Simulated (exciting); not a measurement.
Input of an exciting (release sodium) run:

The input input.xml:

```xml
<input>
  <title>Ga</title>
  <structure speciespath="./" tshift="false">
    <crystal scale="1">
      <basevect>5.250456799073 0.000000000000 0.000000000000</basevect>
      <basevect>0.000000000000 6.201341861265 0.000000000000</basevect>
      <basevect>-2.538716843659 0.000000000000 7.540523465648</basevect>
    </crystal>
    <species speciesfile="Ga.xml" rmt="2">
      <atom coord="0.134596270000 0.750000000000 0.770166830000"/>
      <atom coord="0.865403730000 0.250000000000 0.229833170000"/>
    </species>
  </structure>
  <groundstate do="fromscratch" ngridk="10 8 7" rgkmax="9" gmaxvr="14" lmaxapw="10" lmaxmat="10" lmaxvr="8" xctype="GGA_PBE_SOL" stype="Fermi Dirac" swidth="0.00183747" nempty="10" ValenceRelativity="iora*" epsengy="1e-05" epspot="1e-05" maxscl="60" tforce="true" outputlevel="normal"/>
</input>
```

Potentials or basis: all-electron LAPW+lo, shipped species files, valence relativity iora*.

Command:

```console
$ OMP_NUM_THREADS=1 exciting_smp
```

Problem. Estimate the largest force.

Solution. 0.076 eV/Å.

Problem. Predict the band gap on the k mesh.

Solution. None (metal or under the smearing width).

Forces in eV/Å, atoms in the order of the input:
```
Ga  -0.007  0.000 -0.076
Ga   0.007  0.000  0.076
```

Caveat: the log's total energy holds no entropy term; the free energy is that total less TS from the occupations.
